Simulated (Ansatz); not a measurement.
An Ansatz input and the part of its output that reports the observables at the nuclei.

The cell is an entry of the Crystallography Open Database (COD), relaxed with PBE at fixed cell and then changed (volume scaled by 0.96, ions relaxed).

```yaml
crystal:
  lattice:
    - [0.0, 2.8770830059, 2.8770830059]
    - [2.8770830059, 0.0, 2.8770830059]
    - [2.8770830059, 2.8770830059, 0.0]
  atoms:
    - { symbol: Cd, position: [0.0, 0.0, 0.0] }
    - { symbol: S, position: [0.25, 0.25, 0.25] }
kpoints:
  mp_grid: { grid: [13, 13, 13] }
scf:
  occupations: { method: fermi_dirac, width: 0.02 }
hamiltonian:
  xc: pbe
  pseudopotentials: { kind: paw }
output:
  forces: true
  stress: true
  populations: true
  efg: { quadrupole_moments_barn: { S: -0.0694 }, contact_densities: true }
relax:
  f_tol: 0.02
  max_steps: 60
```

```sh
ansatz run input.yaml --threads 1 --pin off --max-ram 3072MiB --backend cpu --events-out ev --progress --plain --runs-dir out
```

The run relaxes the ions first, and the block belongs to the relaxed positions.

Of the output, the block on the nuclei alone is shown; the set-up, the SCF iterations, energies, forces and stress are cut.

```
--- PAW observables at the nuclei: V_zz in 10²¹ V/m², potentials from the cell's mean, atoms counted from 1 ---
  atom   1  Cd V_zz =    -0.000000   η = 0.0000   by run symmetry: forbidden
            electrostatic potential = -7704.740563 V   contact ρ = 1035904.446865 e/Å³
  atom   2  S  V_zz =    -0.000000   η = 0.0000   by run symmetry: forbidden   C_q = +0.0000 MHz
            electrostatic potential = -1634.227119 V   contact ρ = 19766.004812 e/Å³
```

The relaxation (1 step) took 5.8 s of wall time (5.8 s of CPU time) and 0.49 GiB at its peak, on 1 thread of Intel Xeon Platinum 8375C CPU @ 2.90GHz (Ice Lake) (x86_64; 16 cores open to the job, memory cap 3.0 GiB, no GPU), a shared host with a load of 0.6 a core.

At this changed cell the PBE pressure is 6 GPa.
